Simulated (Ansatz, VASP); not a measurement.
F in VASP and in Ansatz

```
F
1.0
     2.83503   -1.60632   -0.13556
     2.83503    1.60632   -0.13556
    -1.93220    0.00000    7.07576
F
4
Cartesian
  0.2610 0.0000 0.6587
  3.4768 0.0000 6.1459
  1.6803 0.0000 4.0847
  2.0576 0.0000 2.7199
```

Alike in both runs: functional PBE; dispersion D3(BJ); k mesh 8 × 8 × 4; occupations gaussian, width 0.02 eV; no spin polarisation.

Ansatz relaxed the structure, and its values are those at the end. VASP's run is a single point on that final structure, the one shown.

```csv
,VASP,Ansatz
version,VASP 6.6.1,Ansatz 0.2.0
potentials or method,"VASP PAW PBE potentials, release 64 (F)","scalar-relativistic, plane waves, PAW"
plane-wave cutoff (eV),520,420
valence electrons in the cell,28,28
```

Ansatz gave:

| Quantity | Value |
| --- | --- |
| gap on the k mesh at the Fermi level (eV) | 2.73 |
| least direct gap on the mesh (eV) | 2.78 |
| pressure (GPa) | 0.4 |
| rms of the force components (eV/Å) | 0.001 |

Question: Estimate VASP's values.

Answer: gap on the k mesh at the Fermi level (eV): 2.66; least direct gap on the mesh (eV): 2.72; pressure (GPa): 0.8; rms of the force components (eV/Å): 0.217.

A k mesh can miss the band edges. PBE gaps usually lie below the measured ones, often by a third to a half.
